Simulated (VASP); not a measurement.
Write the native input for VASP 6.6.1 that does the following.

```yaml
Task: relaxation of cell and atoms
Functional: vdW-DF-cx
Potentials_or_basis: VASP PAW PBE potentials, release 64 (Pb_d, Se)
Cutoff: 600 eV
k_mesh: 8 × 8 × 8
Occupations: fermi-dirac, width 0.05 eV
Spin: no spin polarisation
Further_INCAR_settings: ALGO = Normal; EDIFF = 1e-07; IBRION = 2; EDIFFG = -0.02; NSW = 40; ISIF = 3
```

The structure of PbSe (Clausthalite) lies in POSCAR:

```
PbSe
1.0
    0.0000000000      3.0606500000      3.0606500000
    3.0606500000      0.0000000000      3.0606500000
    3.0606500000      3.0606500000      0.0000000000
Pb Se
1 1
Direct
    0.0000000000      0.0000000000      0.0000000000
    0.5000000000      0.5000000000      0.5000000000
```

These files were run (other wordings do the same):

INCAR

```
PREC = Accurate
ENCUT = 600
EDIFF = 1E-7
ISMEAR = -1
SIGMA = 0.05
LREAL = F
LASPH = T
NELM = 60
ALGO = Normal
ISIF = 3
LWAVE = F
LCHARG = F
GGA = CX
LUSE_VDW = T
AGGAC = 0.0
IBRION = 2
NSW = 40
EDIFFG = -0.02
```

KPOINTS

```
Automatic mesh
0
Gamma
  8 8 8
```

Potentials or basis: VASP PAW PBE potentials, release 64 (Pb_d, Se).

Run with:

```bash
$ cat potpaw_PBE.64/Pb_d/POTCAR potpaw_PBE.64/Se/POTCAR > POTCAR
$ mpirun -np 1 vasp_std > vasp.out
```

It gave:

| Item | Value |
| --- | --- |
| Pressure after relaxing | 0.1 GPa |
| Band gap on the k mesh | 0.26 eV, direct |

Caveat: the relaxation stopped at its first step, so nothing moved; the PAW data sets were made with another functional, which shifts forces and pressure a little; spin-orbit coupling is left out, which as a rule narrows the gap of such compounds by several tenths of an eV.

Wall time 90 s on 1 thread of AMD EPYC 7R13 Processor (Zen 3), with other jobs on the host, peak memory 0.45 GiB.
